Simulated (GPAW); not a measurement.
# V (Im-3m) in GPAW: a series of runs, part 2 of 2

GPAW 26.7.0.

## (4) Equation of state, LDA+U, collinear spin, ferromagnetic start

File run.py:

```python
import spglib
from ase import Atoms
from ase.eos import EquationOfState
from ase.io import Trajectory, read
from ase.units import GPa
from gpaw import GPAW, PW

atoms = read('V.cif')
cell, positions, numbers = spglib.find_primitive(
    (atoms.cell[:], atoms.get_scaled_positions(), atoms.numbers), symprec=1e-4)
atoms = Atoms(numbers, cell=cell, scaled_positions=positions, pbc=True)
atoms.set_initial_magnetic_moments([2.0])

traj = Trajectory('eos.traj', 'w')
volumes, energies = [], []
for x in [0.94, 0.96, 0.98, 1.0, 1.02, 1.04, 1.06]:
    a = atoms.copy()
    a.set_cell(atoms.cell * x**(1 / 3), scale_atoms=True)
    calc = GPAW(mode=PW(600),
                xc='LDA',
                kpts={'size': (10, 10, 10), 'gamma': True},
                occupations={'name': 'fermi-dirac', 'width': 0.05},
                setups={'V': ':d,8.0'},
                nbands=15,
                convergence={'density': 1e-05, 'energy': 1e-05},
                maxiter=150,
                txt=f'eos-{x:.2f}.txt')
    a.calc = calc
    energies.append(a.get_potential_energy(force_consistent=True))
    volumes.append(a.get_volume())
    p = -a.get_stress()[:3].mean() / GPa
    calc.write(f'eos-{x:.2f}.gpw')
    traj.write(a)
    print(f'{x:.2f} {volumes[-1]:10.4f} A^3 {energies[-1]:14.6f} eV {p:9.3f} GPa', flush=True)

v0, e0, B = EquationOfState(volumes, energies, eos='birchmurnaghan').fit()
print(f'V0 = {v0:.4f} A^3, E0 = {e0:.6f} eV, B0 = {B / GPa:.2f} GPa')
```

File V.cif:

```cif
data_V
_cell_length_a 3.02870000
_cell_length_b 3.02870000
_cell_length_c 3.02870000
_cell_angle_alpha 90.00000000
_cell_angle_beta 90.00000000
_cell_angle_gamma 90.00000000
_space_group_name_H-M_alt 'Im-3m'
_space_group_name_Hall '-I 4 2 3'
_space_group_IT_number 229
loop_
_space_group_symop_operation_xyz
'x,y,z'
'-x,-y,-z'
'-y,x,z'
'y,-x,-z'
'-x,-y,z'
'x,y,-z'
'y,-x,z'
'-y,x,-z'
'x,-y,-z'
'-x,y,z'
'-y,-x,-z'
'y,x,z'
'-x,y,-z'
'x,-y,z'
'y,x,-z'
'-y,-x,z'
'z,x,y'
'-z,-x,-y'
'z,-y,x'
'-z,y,-x'
'z,-x,-y'
'-z,x,y'
'z,y,-x'
'-z,-y,x'
'-z,x,-y'
'z,-x,y'
'-z,-y,-x'
'z,y,x'
'-z,-x,y'
'z,x,-y'
'-z,y,x'
'z,-y,-x'
'y,z,x'
'-y,-z,-x'
'x,z,-y'
'-x,-z,y'
'-y,z,-x'
'y,-z,x'
'-x,z,y'
'x,-z,-y'
'-y,-z,x'
'y,z,-x'
'-x,-z,-y'
'x,z,y'
'y,-z,-x'
'-y,z,x'
'x,-z,y'
'-x,z,-y'
'x+1/2,y+1/2,z+1/2'
'-x+1/2,-y+1/2,-z+1/2'
'-y+1/2,x+1/2,z+1/2'
'y+1/2,-x+1/2,-z+1/2'
'-x+1/2,-y+1/2,z+1/2'
'x+1/2,y+1/2,-z+1/2'
'y+1/2,-x+1/2,z+1/2'
'-y+1/2,x+1/2,-z+1/2'
'x+1/2,-y+1/2,-z+1/2'
'-x+1/2,y+1/2,z+1/2'
'-y+1/2,-x+1/2,-z+1/2'
'y+1/2,x+1/2,z+1/2'
'-x+1/2,y+1/2,-z+1/2'
'x+1/2,-y+1/2,z+1/2'
'y+1/2,x+1/2,-z+1/2'
'-y+1/2,-x+1/2,z+1/2'
'z+1/2,x+1/2,y+1/2'
'-z+1/2,-x+1/2,-y+1/2'
'z+1/2,-y+1/2,x+1/2'
'-z+1/2,y+1/2,-x+1/2'
'z+1/2,-x+1/2,-y+1/2'
'-z+1/2,x+1/2,y+1/2'
'z+1/2,y+1/2,-x+1/2'
'-z+1/2,-y+1/2,x+1/2'
'-z+1/2,x+1/2,-y+1/2'
'z+1/2,-x+1/2,y+1/2'
'-z+1/2,-y+1/2,-x+1/2'
'z+1/2,y+1/2,x+1/2'
'-z+1/2,-x+1/2,y+1/2'
'z+1/2,x+1/2,-y+1/2'
'-z+1/2,y+1/2,x+1/2'
'z+1/2,-y+1/2,-x+1/2'
'y+1/2,z+1/2,x+1/2'
'-y+1/2,-z+1/2,-x+1/2'
'x+1/2,z+1/2,-y+1/2'
'-x+1/2,-z+1/2,y+1/2'
'-y+1/2,z+1/2,-x+1/2'
'y+1/2,-z+1/2,x+1/2'
'-x+1/2,z+1/2,y+1/2'
'x+1/2,-z+1/2,-y+1/2'
'-y+1/2,-z+1/2,x+1/2'
'y+1/2,z+1/2,-x+1/2'
'-x+1/2,-z+1/2,-y+1/2'
'x+1/2,z+1/2,y+1/2'
'y+1/2,-z+1/2,-x+1/2'
'-y+1/2,z+1/2,x+1/2'
'x+1/2,-z+1/2,y+1/2'
'-x+1/2,z+1/2,-y+1/2'
loop_
_atom_site_label
_atom_site_type_symbol
_atom_site_symmetry_multiplicity
_atom_site_Wyckoff_symbol
_atom_site_fract_x
_atom_site_fract_y
_atom_site_fract_z
_atom_site_occupancy
V1 V 2 a 0.0000000000 0.0000000000 0.0000000000 1
```

Potentials or basis: the program's PAW data sets (release 1.2.1) made for this functional, pw.

Run with:

```sh
$ OMP_NUM_THREADS=1 python run.py
```

Log:

```text
__  _  _
 | _ |_)|_||  |
 |__||  | ||/\| - 26.7.0

Input parameters:
  mode=PW(ecut=600.0),
  convergence={'density': 1e-05, 'energy': 1e-05},
  kpts=MonkhorstPack(size=(10, 10, 10), gamma=True),
  maxiter=150,
  nbands=15,
  occupations=Occupations(name='fermi-dirac', width=0.05),
  setups={'V': ':d,8.0'},
  xc=XC(name='LDA')

Diagonalizing LCAO Hamiltonian
Converting LCAO to pw mode

       V

Atoms  # Å, Bohr magnetons
|   | symbol |        x |        y |        z |    initial magnetic moments |
|---|--------|----------|----------|----------|-----------------------------|
| 0 |      V | 0.000000 | 0.000000 | 0.000000 | ( 0.0000,  0.0000,  2.0000) |

Unit cell  # Å
| periodic |         x |         y |         z |  lengths |     angles |
|----------|-----------|-----------|-----------|----------|------------|
|      yes | -1.493883 |  1.493883 |  1.493883 | 2.587482 | 109.471221 |
|      yes |  1.493883 | -1.493883 |  1.493883 | 2.587482 | 109.471221 |
|      yes |  1.493883 |  1.493883 | -1.493883 | 2.587482 | 109.471221 |

Number of symmetries: 48
Symmetry operations  # r_c * U_cc + t_c -> r_c
|    | kind |            matrix            |
|----|------|------------------------------|
|  0 |  σ   |  1, 1, 1,  0, 0,-1,  0,-1, 0 |
|  1 |  C4  |  1, 1, 1,  0, 0,-1, -1, 0, 0 |
|  2 |  C2  |  1, 1, 1,  0,-1, 0,  0, 0,-1 |
|  3 |  S6  |  1, 1, 1,  0,-1, 0, -1, 0, 0 |
|  4 |  S6  |  1, 1, 1, -1, 0, 0,  0, 0,-1 |
|  5 |  C4  |  1, 1, 1, -1, 0, 0,  0,-1, 0 |
|  6 |  E   |  1, 0, 0,  0, 1, 0,  0, 0, 1 |
|  7 |  σ   |  1, 0, 0,  0, 1, 0, -1,-1,-1 |
|  8 |  σ   |  1, 0, 0,  0, 0, 1,  0, 1, 0 |
|  9 |  C3  |  1, 0, 0,  0, 0, 1, -1,-1,-1 |
| 10 |  C3  |  1, 0, 0, -1,-1,-1,  0, 1, 0 |
| 11 |  σ   |  1, 0, 0, -1,-1,-1,  0, 0, 1 |
| 12 |  σ   |  0, 1, 0,  1, 0, 0,  0, 0, 1 |
| 13 |  C2  |  0, 1, 0,  1, 0, 0, -1,-1,-1 |
| 14 |  C3  |  0, 1, 0,  0, 0, 1,  1, 0, 0 |
| 15 |  S4  |  0, 1, 0,  0, 0, 1, -1,-1,-1 |
| 16 |  S4  |  0, 1, 0, -1,-1,-1,  1, 0, 0 |
| 17 |  C3  |  0, 1, 0, -1,-1,-1,  0, 0, 1 |
| 18 |  C3  |  0, 0, 1,  1, 0, 0,  0, 1, 0 |
| 19 |  S4  |  0, 0, 1,  1, 0, 0, -1,-1,-1 |
| 20 |  σ   |  0, 0, 1,  0, 1, 0,  1, 0, 0 |
| 21 |  C3  |  0, 0, 1,  0, 1, 0, -1,-1,-1 |
| 22 |  C2  |  0, 0, 1, -1,-1,-1,  1, 0, 0 |
| 23 |  S4  |  0, 0, 1, -1,-1,-1,  0, 1, 0 |
| 24 |  C4  |  0, 0,-1,  1, 1, 1,  0,-1, 0 |
| 25 |  σ   |  0, 0,-1,  1, 1, 1, -1, 0, 0 |
| 26 |  S6  |  0, 0,-1,  0,-1, 0,  1, 1, 1 |
| 27 |  C2  |  0, 0,-1,  0,-1, 0, -1, 0, 0 |
| 28 |  C4  |  0, 0,-1, -1, 0, 0,  1, 1, 1 |
| 29 |  S6  |  0, 0,-1, -1, 0, 0,  0,-1, 0 |
| 30 |  S6  |  0,-1, 0,  1, 1, 1,  0, 0,-1 |
| 31 |  C4  |  0,-1, 0,  1, 1, 1, -1, 0, 0 |
| 32 |  C4  |  0,-1, 0,  0, 0,-1,  1, 1, 1 |
| 33 |  S6  |  0,-1, 0,  0, 0,-1, -1, 0, 0 |
| 34 |  σ   |  0,-1, 0, -1, 0, 0,  1, 1, 1 |
| 35 |  C2  |  0,-1, 0, -1, 0, 0,  0, 0,-1 |
| 36 |  C2  | -1, 0, 0,  1, 1, 1,  0, 0,-1 |
| 37 |  S6  | -1, 0, 0,  1, 1, 1,  0,-1, 0 |
| 38 |  S6  | -1, 0, 0,  0, 0,-1,  1, 1, 1 |
| 39 |  C2  | -1, 0, 0,  0, 0,-1,  0,-1, 0 |
| 40 |  C2  | -1, 0, 0,  0,-1, 0,  1, 1, 1 |
| 41 |  i   | -1, 0, 0,  0,-1, 0,  0, 0,-1 |
| 42 |  S4  | -1,-1,-1,  1, 0, 0,  0, 1, 0 |
| 43 |  C3  | -1,-1,-1,  1, 0, 0,  0, 0, 1 |
| 44 |  C3  | -1,-1,-1,  0, 1, 0,  1, 0, 0 |
| 45 |  σ   | -1,-1,-1,  0, 1, 0,  0, 0, 1 |
| 46 |  S4  | -1,-1,-1,  0, 0, 1,  1, 0, 0 |
| 47 |  C2  | -1,-1,-1,  0, 0, 1,  0, 1, 0 |

BZ-sampling:
  Number of BZ points: 1000
  Number of IBZ points: 47

  Monkhorst-Pack size: [10, 10, 10]
  Monkhorst-Pack shift: [0.05, 0.05, 0.05]

K-points  # in reciprocal-cell coordinates
|     |                                coordinates |     weight |
|-----|--------------------------------------------|------------|
|   0 | (  0.00000000,   0.00000000,   0.00000000) | 0.00100000 |
|   1 | (  0.10000000,   0.00000000,   0.00000000) | 0.01200000 |
|   2 | (  0.10000000,   0.10000000,  -0.10000000) | 0.00600000 |
|   3 | (  0.20000000,   0.00000000,  -0.10000000) | 0.02400000 |
|   4 | (  0.20000000,   0.00000000,   0.00000000) | 0.01200000 |
|   5 | (  0.20000000,   0.10000000,  -0.10000000) | 0.02400000 |
|   6 | (  0.20000000,   0.20000000,  -0.20000000) | 0.00600000 |
|   7 | (  0.30000000,  -0.10000000,  -0.10000000) | 0.00800000 |
|   8 | (  0.30000000,   0.00000000,  -0.10000000) | 0.04800000 |
|   9 | (  0.30000000,   0.00000000,   0.00000000) | 0.01200000 |
| ... |                                            |            |
|  46 | (  0.50000000,   0.50000000,   0.50000000) | 0.00100000 |

Plane wave coefficients: 466
Cutoff: 600.0 eV

Spin-components: 2 (collinear spins)
Bands:           15
Projectors:      6
Spin-degeneracy: 1
Datatype:        complex128

Parallelization:
  kpt:    1
  domain: 1
  band:   1

Density:
  Valence electrons: 13.0
  Components: 2
  Grid points: [15 15 15]
  Charge: 0.0  # |e|

Potential:
  Grid points: [15 15 15]

species:
  V:
    name:    Vanadium
    Z:       23.0
    valence: 13
    core:    10
    charge:  0.0  # [|e|]
    Hubbard: {U: 8.0,  # eV
              l: 2,
              scale: True}
    compensation charges:
      type: gauss
      rc: 0.37  # [Å]
      lmax: 2
    cutoffs:
      filter: 2.14  # [Å]
      core: 0.96  # [Å]
    projectors
    | kind |    occ | energy [eV] | rcut [Å] |
    |------|--------|-------------|----------|
    |   3s |  2.000 |     -69.819 |    1.254 |
    |   4s |  2.000 |      -4.846 |    1.254 |
    |   3p |  6.000 |     -43.961 |    1.281 |
    |   4p |  0.000 |      -1.526 |    1.281 |
    |   3d |  3.000 |      -5.381 |    1.169 |
    |    d |        |      21.830 |    1.169 |

    Using partial waves for V as LCAO basis

Reference energy: -25767.601835  # eV

eigensolver:
  PPCG
  Converge bands: occupied
  niter=2

density mixing:
  MSR1-Mixer
  Pratt-step length: 0.05
  Maximum mixing coefficient: 0.75
  Old densities: 10
  SVD Regularization: 0.005
  Good broyden scale: 1.0
  Trust region scale: 1.0
  Backstep threshold: 4.0
  History deletion threshold: 6.0
  Fourier metric: weight=20.0, sigma=0.015

occupation numbers:
  Fermi-Dirac:
    width: 0.0500  # eV

poisson solver:
  ecut: 4800.0  # eV

xc functional:
  name: None

convergence criteria:
- Maximum integral of absolute [dens]ity change: 1e-05 electrons / valence electron
- Maximum [total energy] change in last 3 cyles: 1e-05 eV / valence electron
- Maximum integral of absolute [eigenst]ate change: 4e-08 eV^2 / valence electron
maximum number of iterations: 150

SCF iterations
|iter     | |      energy | eigst |  dens |  magmom |
|---------|-|-------------|-------|-------|---------|
|iter:   1| |   -1.596025 | +0.31 |       |  +2.0065|
|iter:   2| |   -1.511856 | -2.55 | -1.05 |  +2.0004|
|iter:   3| |   -1.515119 | -2.04 | -1.12 |  +2.0540|
|iter:   4| |   -1.733693 | -3.62 | -1.37 |  +2.1789|
|iter:   5| |   -2.264905 | -2.73 | -1.40 |  +2.4636|
|iter:   6| |   -2.821182 | -2.82 | -1.42 |  +2.6678|
|iter:   7| |   -3.085939 | -2.61 | -1.51 |  +2.6964|
|iter:   8| |   -3.077005 | -3.38 | -2.15 |  +2.7421|
|iter:   9| |   -3.090379 | -4.12 | -2.41 |  +2.7308|
|iter:  10| |   -3.090298 | -5.16 | -3.16 |  +2.7229|
|iter:  11| |   -3.090594 | -5.52 | -3.09 |  +2.7265|
|iter:  12| |   -3.090593 | -8.00c| -4.44 |  +2.7266|
|iter:  13| |   -3.090591c| -8.64c| -4.86 |  +2.7266|
|iter:  14| |   -3.090591c| -7.60c| -5.13c|  +2.7266|

Converged in 14 steps
Energy contributions relative to reference atoms: (reference = -25767.601835)

Energy contributions:
  Kinetic:          25.907448
  Coulomb:         -17.478370
  Zero:             -0.025193
  External:          0.000000
  Xc:              -11.493219
  Entropy:          -0.002515
  Spinorbit:         0.000000
  ----------------------------
  Free energy:      -3.091849
  Extrapolated:     -3.090591

dipole moment: (-3.540658, -3.540658, -3.540658)  # |e|*Ang

Total magnetic moment: (0.000000, 0.000000, 2.726645)

Local magnetic moments
|        x |        y |        z |
|----------|----------|----------|
| 0.000000 | 0.000000 | 2.465458 |  # V    0

Fermi level: 10.970
Eigenvalues  # (at kpt = [0.000, 0.000, 0.000])
| band index |      eig [eV] | occ [0-1] |      eig [eV] | occ [0-1] |
|------------|---------------|-----------|---------------|-----------|
|          0 |       -53.281 |     1.000 |       -50.876 |     1.000 |
|          1 |       -26.961 |     1.000 |       -24.585 |     1.000 |
|          2 |       -26.961 |     1.000 |       -24.585 |     1.000 |
|          3 |       -26.961 |     1.000 |       -24.585 |     1.000 |
|          4 |         2.311 |     1.000 |         3.407 |     1.000 |
|          5 |         5.624 |     1.000 |        15.966 |     0.000 |
|          6 |         5.624 |     1.000 |        15.966 |     0.000 |
|          7 |         5.624 |     1.000 |        15.966 |     0.000 |
|          8 |        15.279 |     0.000 |        16.930 |     0.000 |
|          9 |        15.279 |     0.000 |        16.930 |     0.000 |
|         10 |        29.597 |     0.000 |        30.528 |     0.000 |
|         11 |        29.597 |     0.000 |        30.528 |     0.000 |
|         12 |        29.597 |     0.000 |        30.528 |     0.000 |
|         13 |        37.579 |     0.000 |        38.369 |     0.000 |
|         14 |        37.579 |     0.000 |        38.369 |     0.000 |

No gap
No difference between direct/indirect transitions

Stress tensor  # eV/Ang^3
|         x |         y |         z |
|-----------|-----------|-----------|
| -0.461678 | -0.000000 |  0.000000 |
| -0.000000 | -0.461678 |  0.000000 |
|  0.000000 |  0.000000 | -0.461678 |

# Writing to eos-0.96.gpw (mode='')
```

It took 2.5 min on 1 thread of Intel Xeon Platinum 8488C (Sapphire Rapids), shared host; peak memory 0.21 GiB.

Results:

* Equilibrium volume: outside the volumes run

Energy against volume, from the lowest point:
| volume (Å³/atom) | energy (meV/atom) |
| --- | --- |
| 13.058 | 681.52 |
| 13.336 | 547.56 |
| 13.613 | 424.35 |
| 13.891 | 309.26 |
| 14.169 | 200.33 |
| 14.447 | 97.22 |
| 14.725 | 0.00 |

Caveat: the U is typed as a test and isn't derived for this compound. The state reached can hang on the start; a lower one may exist.
